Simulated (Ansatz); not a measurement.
## SiO2: do the settings matter for the field gradients?

Cell: a COD entry (the cell was measured well above room temperature), taken as it stands.

Space group P4_12_12 (No. 92); a = 4.9890, c = 6.9910 Å.

| site | Wyckoff | site symmetry | x | y | z |
| --- | --- | --- | --- | --- | --- |
| Si | 4a | ..2 | 0.2977 | 0.2977 | 0.0000 |
| O | 8b | 1 | 0.2410 | 0.0999 | 0.1760 |

One atom of each set is listed.

Reference run. All values are calculated (Ansatz; DFT, PBE, plane waves and PAW, scalar-relativistic, 420 eV cutoff, Γ-centred 4×4×3 k-points, Fermi–Dirac smearing 0.02 eV), not measured.

Q: The input is changed as follows: `scf.occupations.width`: 0.02 → not typed; `scf.occupations.method`: fermi_dirac → tetrahedron; `scf.occupations.method`: tetrahedron → fermi_dirac; `scf.occupations.width`: not typed → 0.15. What happens to V_zz (10²¹ V/m²) and η?

A: 

```tsv
site	V_zz reference	η reference	V_zz changed	η changed
Si	-0.32	0.45	-0.32	0.45
O	9.21	0.12	9.21	0.12
```

All printed values agree. The gap of 5.8 eV is far wider than the smearing, so the levels stay full or empty whatever the smearing's form; with a small gap this would fail. SCF iterations: 6 and 6.

On the reference run: The calculated pressure of 7 GPa (PBE) comes largely from the unrelaxed atoms: it is 0.9 GPa once they are relaxed in the same cell. The largest force is 0.5 eV/Å, so the atoms aren't at the calculated equilibrium and relaxing them would move these values.
